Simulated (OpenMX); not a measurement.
The system is Ir.

```
Ir
1.0
     0.00000    1.91560    1.91560
     1.91560    0.00000    1.91560
     1.91560    1.91560    0.00000
Ir
1
Direct
  0.00000 0.00000 0.00000
```

Base run:

* Program: OpenMX 3.8.5
* Functional: PBE
* Potentials or basis: OpenMX 2013 PBE set, Ir7.0-s3p2d2f1, grid cutoff 400 Ry
* k mesh: 9 × 9 × 9
* Occupations: fermi-dirac, width 0.05 eV
* Spin: no spin polarisation

Its results: pressure 14.2 GPa.

Question: The run is repeated on the same cell with these changes: k mesh from 9 × 9 × 9 to 13 × 13 × 13. What comes out?

Answer: Pressure 15.0 GPa.

Caveats: the basis of atomic orbitals isn't converged, which shifts pressures, moduli and gaps; so large a pressure means that the cell lies far from this level's equilibrium, or that cutoff or potentials fall short (some runs).
